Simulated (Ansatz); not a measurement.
# Sn: the cost of one run

Computed with Ansatz 0.2.0 (DFT PBE, scalar-relativistic, unless a step's input says otherwise).

## 1. The starting structure

The structure is tetragonal, space group I4_1/amd (No. 141). The conventional cell has a = 5.832 Å, b = 5.832 Å, c = 3.181 Å, α = 90.00°, β = 90.00°, γ = 90.00°. Sn (site symmetry -4m2) has 6 Sn at 3.02 to 3.18 Å as nearest neighbours.

Coordinates:

```cif
data_structure
_symmetry_space_group_name_H-M 'P 1'
_symmetry_Int_Tables_number 1
_cell_length_a 4.4198
_cell_length_b 4.4198
_cell_length_c 4.4198
_cell_angle_alpha 97.442
_cell_angle_beta 97.442
_cell_angle_gamma 137.813
_cell_volume 54.10
loop_
_atom_site_label
_atom_site_type_symbol
_atom_site_fract_x
_atom_site_fract_y
_atom_site_fract_z
_atom_site_occupancy
Sn1 Sn 0.00000 0.00000 0.00000 1
Sn2 Sn 0.75000 0.25000 0.50000 1
```

Atoms are numbered in the order of the input: Sn1, Sn2.

## 2. Volume × 0.96, LAPW

input.yaml reads:

```yaml
crystal:
  lattice:
    - [-2.8764417908, 2.8764417908, 1.5691520944]
    - [2.8764417908, -2.8764417908, 1.5691520944]
    - [2.8764417908, 2.8764417908, -1.5691520944]
  atoms:
    - { symbol: Sn, position: [0.0, 0.0, 0.0] }
    - { symbol: Sn, position: [0.75, 0.25, 0.5] }
kpoints:
  mp_grid: { grid: [15, 15, 15] }
  band_path:
    path:
      - [0.0, 0.0, 0.0]
      - [0.0, 0.0, 0.5]
      - [-0.5, 0.5, 0.5]
      - [0.0, 0.0, 0.0]
      - [0.3243975974, 0.3243975974, -0.3243975974]
      - [-0.3243975974, 0.6756024026, 0.3243975974]
      - [-0.5, 0.5, 0.5]
      - [0.0, 0.0, 0.5]
      - [0.25, 0.25, 0.25]
    npoints: 5
scf:
  occupations: { method: fermi_dirac, width: 0.05 }
hamiltonian:
  xc: pbe
  pseudopotentials: { kind: all_electron, lapw: { basis_error: 0.0005 } }
output:
  forces: true
  stress: true
  eigenvalues: true
```

The run is started by

```console
ansatz run input.yaml --threads 1 --pin off --max-ram 3072MiB --backend cpu --events-out ev --progress --plain --runs-dir out
```

Q: Estimate wall time and peak memory on 1 thread of Arm Neoverse V2, shared host.

About 65 s, with a peak of 0.86 GiB.
